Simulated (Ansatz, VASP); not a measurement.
CaO: VASP beside Ansatz

File INCAR:

```
ALGO     = Normal         # electronic algorithm
EDIFF    = 1E-6           # SCF threshold, eV
ENCUT    = 520            # plane-wave cutoff, eV
ISIF     = 2              # what is computed and relaxed
ISMEAR   = 0              # smearing method
LASPH    = True           # aspherical terms in the spheres
LCHARG   = True           # write CHGCAR
LELF     = True           # ELF
LREAL    = False          # projectors in reciprocal space
LVHAR    = True         
LWAVE    = False          # write WAVECAR
NBANDS   = 24             # bands
NELM     = 100            # most SCF steps
PREC     = Accurate       # precision mode
SIGMA    = 0.05           # smearing width, eV
```

The input KPOINTS:

```
k-points
0
Gamma
  9 9 6
```

POSCAR

```
CaO
1.0
    3.6576890746      0.0000000000      0.0000000000
   -1.8288445373      3.1676516578      0.0000000000
    0.0000000000      0.0000000000      5.6994067943
Ca O
2 2
Direct
    0.3333333333      0.6666666667      0.7500000000
    0.6666666667      0.3333333333      0.2500000000
    0.3333333333      0.6666666667      0.2500000000
    0.6666666667      0.3333333333      0.7500000000
```

Input for Ansatz:

```yaml
crystal:
  lattice:
    - [3.6576890746, 0.0, 0.0]
    - [-1.8288445373, 3.1676516578, 0.0]
    - [0.0, 0.0, 5.6994067943]
  atoms:
    - { symbol: Ca, position: [0.3333333333, 0.6666666667, 0.75] }
    - { symbol: Ca, position: [0.6666666667, 0.3333333333, 0.25] }
    - { symbol: O, position: [0.3333333333, 0.6666666667, 0.25] }
    - { symbol: O, position: [0.6666666667, 0.3333333333, 0.75] }
basis:
  ecutwfc: 420
kpoints:
  mp_grid: { grid: [9, 9, 6] }
hamiltonian:
  xc: lda
scf:
  occupations: { method: gaussian, width: 0.05 }
output:
  forces: true
  stress: true
  eigenvalues: true
```

Alike in both runs: task single point; functional LDA; k mesh 9 × 9 × 6; occupations gaussian, width 0.05 eV; no spin polarisation.

```csv
,VASP,Ansatz
version,VASP 6.6.1,Ansatz 0.2.0
potentials or method,"VASP PAW LDA potentials, release 64 (Ca_sv, O)","scalar-relativistic, plane waves, PAW"
plane-wave cutoff (eV),520,420
valence electrons in the cell,32,32
```

VASP gave:

| Property | Result |
| --- | --- |
| gap on the k mesh at the Fermi level (eV) | 2.74 |
| least direct gap on the mesh (eV) | 2.89 |
| pressure (GPa) | 5.2 |
| largest component of the traceless stress (GPa) | 16.84 |

Task: Estimate Ansatz's values.

Result: gap on the k mesh at the Fermi level (eV): 2.75; least direct gap on the mesh (eV): 2.90; pressure (GPa): 4.3; largest component of the traceless stress (GPa): 16.02.

Caveats: an odd mesh through Γ misses points on the zone boundary, where band edges often lie. LDA gaps usually lie below the measured ones, often by a third to a half.
